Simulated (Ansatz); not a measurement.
## Nb: pressure as volume per atom varies

Results calculated with Ansatz 0.2.0 development build, not measured. Equation of state of a cubic crystal from periodic Kohn-Sham density functional theory without spin; pressure corrected for the finite basis.

Cell of the first row (space group Fm-3m, No. 225):
```
cell vectors (Å)
   0.0000     2.0660     2.0660
   2.0660     0.0000     2.0660
   2.0660     2.0660     0.0000
atoms (fractions of the cell vectors)
Nb  0.00000  0.00000  0.00000
```

Settings of every row: formula Nb; structure type fcc; functional PBE; spin treatment none; k mesh 22x22x22; occupation method fermi-dirac; occupation width 0.061225619 eV; wave cutoff 700 eV; datasets soft-1 PAW; density cutoff ratio 4.

Limits: a cubic model structure, not a phase known at ambient conditions; modest k-mesh, values are not fully converged in k; the SCF threshold is loose for a stress in some rows.

```csv
row,volume per atom (Å³),pressure (GPa),energy above lowest point (meV/atom)
1,17.638,11.377,38.29
2,18.013,7.247,16.55
3,18.388,3.477,4.05
4,18.764,?,?
5,19.139,-3.096,3.64
6,19.514,-5.951,14.29
```

Question: what pressure should row 4 give?

Worked fit of pressure. Take u = (V_r/V)^(2/3) − 1 with V_r = 18.388 Å³ an atom, which is twice the finite (Eulerian) strain; such expansions in the strain, on which the Birch-Murnaghan equation of state is built, carry the rest volume and the bulk modulus. The shown rows have u = 0.02815, 0.01383, 0, -0.02633, -0.03885. Least squares give pressure = 3.4784 + 264.659 × u + 565.62 × u² GPa; a straight line predicts inner rows, each left out in turn, worse (root mean square 0.28 against 0.0026 GPa). The rows lie off it by 0.000, 0.000, -0.001, 0.002, -0.001. The pressure vanishes at u = -0.0135, or V = 18.77 Å³ an atom, and there the bulk modulus at fixed shape and fractions is B = −V dP/dV = (2/3)(1 + u) dP/du = 164 GPa. The withheld row has u = -0.0134, so the fit gives 3.4784 + 264.659 × (-0.0134) + 565.62 × (-0.0134)² = 0.034 GPa.

The calculation gave 0.038 GPa. The fit lies 0.004 GPa (11 % of the value, 0.023 % of the column's range) below it; its largest miss of a shown row is 0.002 GPa.

The other values of row 4: energy above lowest point 0 meV/atom.
